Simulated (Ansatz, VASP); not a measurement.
**Li (a cell with a defect): VASP beside Ansatz**

```
Li
1.0
     6.98000    0.00000    0.00000
     0.00000    6.98000    0.00000
     0.00000    0.00000    6.98000
Li
17
Direct
  0.00851 0.02270 0.99126
  0.50720 0.01995 0.00077
  0.05246 0.45329 0.97676
  0.01413 0.00064 0.51278
  0.21046 0.29536 0.27275
  0.49375 0.48563 0.01769
  0.44399 0.04574 0.39432
  0.77059 0.26749 0.25795
  0.99711 0.53504 0.52567
  0.23032 0.74638 0.22755
  0.28500 0.24224 0.72299
  0.50262 0.52134 0.49489
  0.76618 0.75676 0.25193
  0.74784 0.26766 0.73280
  0.26701 0.76004 0.75668
  0.80417 0.68598 0.86217
  0.64637 0.89045 0.63132
```

Alike in both runs: functional PBE; dispersion D3(BJ); k mesh 3 × 3 × 3; occupations gaussian, width 0.15 eV; no spin polarisation.

Ansatz relaxed the structure, and its values are those at the end. VASP's run is a single point on that final structure, the one shown.

|  | VASP | Ansatz |
| --- | --- | --- |
| version | VASP 6.6.1 | Ansatz 0.2.0 |
| potentials or method | VASP PAW PBE potentials, release 64 (Li_sv) | scalar-relativistic, plane waves, PAW |
| plane-wave cutoff (eV) | 520 | 420 |
| valence electrons in the cell | 51 | 51 |

|  | VASP | Ansatz | Ansatz less VASP |
| --- | --- | --- | --- |
| rms of the force components (eV/Å) | 0.003 | 0.003 | -0.0003 |
| dispersion energy (meV/atom) | -171.7 | -171.8 | -0.04 |
